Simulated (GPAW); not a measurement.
Crystal: As.

```
CELL_PARAMETERS angstrom
1.88080 1.08588 3.51406
-1.88080 1.08588 3.51406
0.00000 -2.17176 3.51406
ATOMIC_POSITIONS crystal
As 0.22600 0.22600 0.22600
As 0.77400 0.77400 0.77400
```

Base run:

* Program: GPAW 26.7.0
* Functional: LDA
* Potentials or basis: the program's PAW data sets (release 1.2.1) made for this functional
* Cutoff: 450 eV
* Basis: pw
* k mesh: 7 × 7 × 7
* Occupations: fermi-dirac, width 0.05 eV
* Spin: no spin polarisation

Its results: band gap on the k mesh none (metal or under the smearing width); pressure -1.2 GPa; largest force 0.278 eV/Å.

Task: The run is repeated on the same cell with these changes: functional from LDA to PBE; potentials or basis from the program's PAW data sets (release 1.2.1) made for this functional to GPAW PAW data sets (gpaw-data 1.2.1). What comes out?

Result: Band gap on the k mesh none (metal or under the smearing width); pressure 3.8 GPa; largest force 0.444 eV/Å.

Caveats: the cutoff is short for stress and forces, so pressures can be off by a GPa or more.
